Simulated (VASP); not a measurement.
# InSe: binding of two layers

InSe, sheet, 8 atoms in the cell. VdW-DF-cx; PAW potentials In_d, Se (PBE set).

Vacuum (Å): 14; k-point spacing in the plane (1/Å): 0.3; Starting cell: layer relaxed first with the same functional; Shift of the second layer (fractional): 0.5, 0.5.

## Input

INCAR:
```
SYSTEM = InSe
PREC     = Accurate       ! precision mode
ENCUT    = 310            ! plane-wave cutoff, eV
EDIFF    = 1E-6           ! SCF threshold, eV
ISMEAR   = 0              ! smearing method
SIGMA    = 0.05           ! smearing width, eV
LREAL    = .FALSE.        ! projectors in reciprocal space
LASPH    = .TRUE.         ! aspherical terms in the spheres
ALGO     = Normal         ! electronic algorithm
NELM     = 120            ! most SCF steps
LWAVE    = .FALSE.        ! write WAVECAR
LCHARG   = .FALSE.        ! write CHGCAR
GGA      = CX             ! functional
LUSE_VDW = .TRUE.       
AGGAC    = 0.0          
KPAR     = 4             
```

KPOINTS:
```
Automatic mesh
0
Gamma
  11 7 1
  0 0 0
```

POSCAR.step1:
```
InSe
1.0
    4.0047141339      0.0000000000      0.0000000000
    6.0070712009      3.4681841749      0.0000000000
    0.0000000000      0.0000000000     19.3887528997
In Se
2 2
Direct
    0.0000000000      0.0000000000      0.4282561561
    0.0000000000      0.0000000000      0.5717438439
    0.0000000002      0.3333333332      0.3610340508
    0.0000000002      0.3333333332      0.6389659492
```

POSCAR.step2:
```
InSe
1.0
    4.0047141339      0.0000000000      0.0000000000
    6.0070712009      3.4681841749      0.0000000000
    0.0000000000      0.0000000000     26.9000328990
In Se
4 4
Direct
    0.0000000000      0.0000000000      0.3086744474
    0.0000000000      0.0000000000      0.4120961544
    0.5000000000      0.5000000000      0.5879038456
    0.5000000000      0.5000000000      0.6913255526
    0.0000000002      0.3333333332      0.2602227301
    0.0000000002      0.3333333332      0.4605478717
    0.5000000002      0.8333333332      0.5394521283
    0.5000000002      0.8333333332      0.7397772699
```

POSCAR.step3:
```
InSe
1.0
    4.0047141339      0.0000000000      0.0000000000
    6.0070712009      3.4681841749      0.0000000000
    0.0000000000      0.0000000000     27.1500328959
In Se
4 4
Direct
    0.0000000000      0.0000000000      0.3058321446
    0.0000000000      0.0000000000      0.4083015351
    0.5000000000      0.5000000000      0.5916984649
    0.5000000000      0.5000000000      0.6941678554
    0.0000000002      0.3333333332      0.2578265753
    0.0000000002      0.3333333332      0.4563071046
    0.5000000002      0.8333333332      0.5436928954
    0.5000000002      0.8333333332      0.7421734247
```

POSCAR.step4:
```
InSe
1.0
    4.0047141339      0.0000000000      0.0000000000
    6.0070712009      3.4681841749      0.0000000000
    0.0000000000      0.0000000000     27.4000328986
In Se
4 4
Direct
    0.0000000000      0.0000000000      0.3030417087
    0.0000000000      0.0000000000      0.4045761606
    0.5000000000      0.5000000000      0.5954238394
    0.5000000000      0.5000000000      0.6969582913
    0.0000000002      0.3333333332      0.2554741458
    0.0000000002      0.3333333332      0.4521437235
    0.5000000002      0.8333333332      0.5478562765
    0.5000000002      0.8333333332      0.7445258542
```

POSCAR.step5:
```
InSe
1.0
    4.0047141339      0.0000000000      0.0000000000
    6.0070712009      3.4681841749      0.0000000000
    0.0000000000      0.0000000000     27.6500328981
In Se
4 4
Direct
    0.0000000000      0.0000000000      0.3003017327
    0.0000000000      0.0000000000      0.4009181526
    0.5000000000      0.5000000000      0.5990818474
    0.5000000000      0.5000000000      0.6996982673
    0.0000000002      0.3333333332      0.2531642557
    0.0000000002      0.3333333332      0.4480556296
    0.5000000002      0.8333333332      0.5519443704
    0.5000000002      0.8333333332      0.7468357443
```

POSCAR.step6:
```
InSe
1.0
    4.0047141339      0.0000000000      0.0000000000
    6.0070712009      3.4681841749      0.0000000000
    0.0000000000      0.0000000000     27.9000328970
In Se
4 4
Direct
    0.0000000000      0.0000000000      0.2976108602
    0.0000000000      0.0000000000      0.3973257003
    0.5000000000      0.5000000000      0.6026742997
    0.5000000000      0.5000000000      0.7023891398
    0.0000000002      0.3333333332      0.2508957615
    0.0000000002      0.3333333332      0.4440407990
    0.5000000002      0.8333333332      0.5559592010
    0.5000000002      0.8333333332      0.7491042385
```

POSCAR.step7:
```
InSe
1.0
    4.0047141339      0.0000000000      0.0000000000
    6.0070712009      3.4681841749      0.0000000000
    0.0000000000      0.0000000000     28.3000328981
In Se
4 4
Direct
    0.0000000000      0.0000000000      0.2934043512
    0.0000000000      0.0000000000      0.3917097959
    0.5000000000      0.5000000000      0.6082902041
    0.5000000000      0.5000000000      0.7065956488
    0.0000000002      0.3333333332      0.2473495358
    0.0000000002      0.3333333332      0.4377646112
    0.5000000002      0.8333333332      0.5622353888
    0.5000000002      0.8333333332      0.7526504642
```

POSCAR.step8:
```
InSe
1.0
    4.0047141339      0.0000000000      0.0000000000
    6.0070712009      3.4681841749      0.0000000000
    0.0000000000      0.0000000000     28.9000328951
In Se
4 4
Direct
    0.0000000000      0.0000000000      0.2873129182
    0.0000000000      0.0000000000      0.3835774219
    0.5000000000      0.5000000000      0.6164225781
    0.5000000000      0.5000000000      0.7126870818
    0.0000000002      0.3333333332      0.2422142572
    0.0000000002      0.3333333332      0.4286760829
    0.5000000002      0.8333333332      0.5713239171
    0.5000000002      0.8333333332      0.7577857428
```

Commands (each step's output is kept before the next begins):
```
cat potpaw_PBE.64/In_d/POTCAR potpaw_PBE.64/Se/POTCAR > POTCAR
cp POSCAR.step1 POSCAR
mpirun -np 4 vasp_std > vasp.out
rm WAVECAR CHG
cp POSCAR.step2 POSCAR
mpirun -np 4 vasp_std > vasp.out
rm WAVECAR CHG
cp POSCAR.step3 POSCAR
mpirun -np 4 vasp_std > vasp.out
rm WAVECAR CHG
cp POSCAR.step4 POSCAR
mpirun -np 4 vasp_std > vasp.out
rm WAVECAR CHG
cp POSCAR.step5 POSCAR
mpirun -np 4 vasp_std > vasp.out
rm WAVECAR CHG
cp POSCAR.step6 POSCAR
mpirun -np 4 vasp_std > vasp.out
rm WAVECAR CHG
cp POSCAR.step7 POSCAR
mpirun -np 4 vasp_std > vasp.out
rm WAVECAR CHG
cp POSCAR.step8 POSCAR
mpirun -np 4 vasp_std > vasp.out
```

## Result

- Binding energy (meV/Å²): -15.6
- Distance between the layers' facing planes (Å): 3.19

Binding curve:

| distance (Å) | energy (eV per cell) |
|---|---|
| 2.12 | 0.2851 |
| 2.37 | 0.0005 |
| 2.62 | -0.1417 |
| 2.87 | -0.2011 |
| 3.12 | -0.2155 |
| 3.52 | -0.1990 |
| 4.12 | -0.1549 |

VASP 6.6.1 took 2436 s on 4 cores (Intel Xeon 6975P-C (Granite Rapids)), a shared host.
